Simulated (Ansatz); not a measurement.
**Ti, one cell by several methods**

```yaml
crystal:
  lattice:
    - [2.95000, 0.00000, 0.00000]
    - [-1.47500, 2.55477, 0.00000]
    - [0.00000, 0.00000, 4.68600]
  atoms:
    - { symbol: Ti, position: [0.33333, 0.66667, 0.25000] }
    - { symbol: Ti, position: [0.66667, 0.33333, 0.75000] }
```

Atoms are numbered in the order listed.

The cell is COD entry 9008517, as deposited and not checked against the literature; nothing was relaxed.

Methods: DFT, PBE, PAW with Ansatz's default frozen-core files, scalar-relativistic (Ansatz 0.2.0); DFT, PBE, all-electron LAPW, scalar-relativistic (Ansatz 0.2.0).

For PAW: a Γ-centred 13×13×7 k mesh, Fermi–Dirac smearing of 0.08 eV, cutoff 420 eV, no spin polarisation. LAPW targets a basis error of 0.5 meV/atom. The Ansatz runs share mesh, smearing and spin set-up. Plane-wave (PAW) pressures include the program's estimate of the Pulay term.

Stress and pressure are positive in compression.

Levels count from the Fermi level.

PAW results:

```tsv
quantity	PAW
pressure (GPa)	-1.57
stress xx (GPa)	-1.44
stress zz (GPa)	-1.83
highest filled level at H (eV)	-0.218
highest filled level at K (eV)	-1.266
lowest empty level at K (eV)	0.238
highest filled level at L (eV)	-0.789
lowest empty level at L (eV)	1.293
```

Task: What does LAPW (all electrons) give for the same quantities?

Result: 
```tsv
quantity	LAPW
pressure (GPa)	-1.58
stress xx (GPa)	-1.45
stress zz (GPa)	-1.84
highest filled level at H (eV)	-0.218
highest filled level at K (eV)	-1.267
lowest empty level at K (eV)	0.238
highest filled level at L (eV)	-0.789
lowest empty level at L (eV)	1.293
```
